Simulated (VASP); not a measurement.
# Mg: single point with LDA

Mg, a slab with vacuum:

```
CELL_PARAMETERS angstrom
3.14661 0.00000 0.00000
-1.57331 2.72505 0.00000
0.00000 0.00000 25.07778
ATOMIC_POSITIONS crystal
Mg 0.33333 0.66667 0.29907
Mg 0.66667 0.33333 0.39953
Mg 0.33333 0.66667 0.50000
Mg 0.66667 0.33333 0.60047
Mg 0.33333 0.66667 0.70093
```

The slab is cut from a database's or a generator's crystal, which needn't be the stable form of the element.

The cell isn't the ideal one: (0 0 1) slab cut from the bulk.

```json
{
  "Program": "VASP 6.6.1",
  "Task": "single point",
  "Functional": "LDA",
  "Potentials or basis": "VASP PAW LDA potentials, release 64 (Mg)",
  "Cutoff": "520 eV",
  "k mesh": "12 × 12 × 1",
  "Occupations": "gaussian, width 0.1 eV",
  "Spin": "no spin polarisation"
}
```

- Largest force: 0.082 eV/Å
- Band gap on the k mesh: none (metal or under the smearing width)
- Work function of the upper face: 3.93 eV
- Work function of the lower face: 3.93 eV

Forces in eV/Å, atoms in the order of the input:
```
Mg   0.000  0.000 -0.082
Mg   0.000  0.000  0.067
Mg   0.000  0.000  0.000
Mg   0.000  0.000 -0.067
Mg   0.000  0.000  0.082
```

Levels at points of the mesh, in eV from the Fermi level:
| k point | band 3 | band 4 | band 5 | band 6 | band 7 | band 8 |
| --- | --- | --- | --- | --- | --- | --- |
| (0.00, 0.00, 0.00) | -5.45 | -4.16 | -2.55 | -1.10 | 0.90 | 2.48 |
| (0.50, 0.00, 0.00) | -1.59 | -1.45 | -0.87 | -0.22 | 0.67 | 0.83 |

It took 42 s on 1 thread of AMD EPYC 9R45 96-Core Processor (Zen 5) (shared host), peak memory 0.22 GiB.
